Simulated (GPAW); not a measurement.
Input of a GPAW 26.7.0 run:

Contents of run.py:

```python
from ase.dft.bandgap import bandgap
from ase.io import read, write
from ase.units import GPa
from gpaw import GPAW, PW

atoms = read('Rh.xyz')

calc = GPAW(mode=PW(600),
            xc='LDA',
            kpts={'size': (12, 12, 12), 'gamma': True},
            occupations={'name': 'fermi-dirac', 'width': 0.05},
            nbands=16,
            convergence={'density': 1e-05, 'energy': 1e-05},
            maxiter=150,
            txt='gpaw.txt')
atoms.calc = calc
energy = atoms.get_potential_energy()
forces = atoms.get_forces()
stress = atoms.get_stress()
calc.write('gs.gpw')
write('result.traj', atoms)
print(f'Energy: {energy:.6f} eV')
print('Forces (eV/A):')
print(forces.round(4))
print('Stress (GPa):', (stress / GPa).round(3))
print('Fermi level:', round(calc.get_fermi_level(), 4), 'eV')
print(f'Gap: {bandgap(calc)[0]:.4f} eV, direct: {bandgap(calc, direct=True)[0]:.4f} eV')

path = atoms.cell.bandpath('GXWKGLUWLK,UX', npoints=100, eps=1e-4)
bs_calc = calc.fixed_density(kpts=path, symmetry='off', nbands=24,
                             convergence={'bands': 'CBM+6.0', 'eigenstates': 1e-6}, txt='bands.txt')
bs = bs_calc.band_structure()
bs.write('bs.json')
print(f'Gap on the path: {bandgap(bs_calc)[0]:.4f} eV')
```

File Rh.xyz:

```xyz
1
Lattice="0.0000000000 1.8978500000 1.8978500000 1.8978500000 0.0000000000 1.8978500000 1.8978500000 1.8978500000 0.0000000000" Properties=species:S:1:pos:R:3 pbc="T T T"
Rh     0.0000000000      0.0000000000      0.0000000000
```

Potentials or basis: the program's PAW data sets (release 1.2.1) made for this functional, pw.

Run with:

```sh
$ OMP_NUM_THREADS=1 python run.py
```

Estimate the pressure.

-8.4 GPa.

Predict the band gap along the path.

none (metal or under the smearing width).

Levels at the corners of the path, in eV from the Fermi level:
```csv
point,band 4,band 5,band 6,band 7,band 8,band 9
Γ,-8.10,-3.15,-3.15,-3.15,-1.02,-1.02
X,-6.38,-6.02,0.54,0.98,0.98,3.18
W,-5.06,-3.85,-3.85,-1.24,0.98,9.67
K,-5.58,-4.81,-2.10,-0.72,0.35,7.88
Γ,-8.10,-3.15,-3.15,-3.15,-1.02,-1.02
L,-6.21,-3.22,-3.22,0.56,0.56,0.67
U,-5.58,-4.81,-2.10,-0.72,0.35,7.88
W,-5.06,-3.85,-3.85,-1.24,0.98,9.67
L,-6.21,-3.22,-3.22,0.56,0.56,0.67
K,-5.58,-4.81,-2.10,-0.72,0.35,7.88
U,-5.58,-4.81,-2.10,-0.72,0.35,7.88
X,-6.38,-6.02,0.54,0.98,0.98,3.18
```
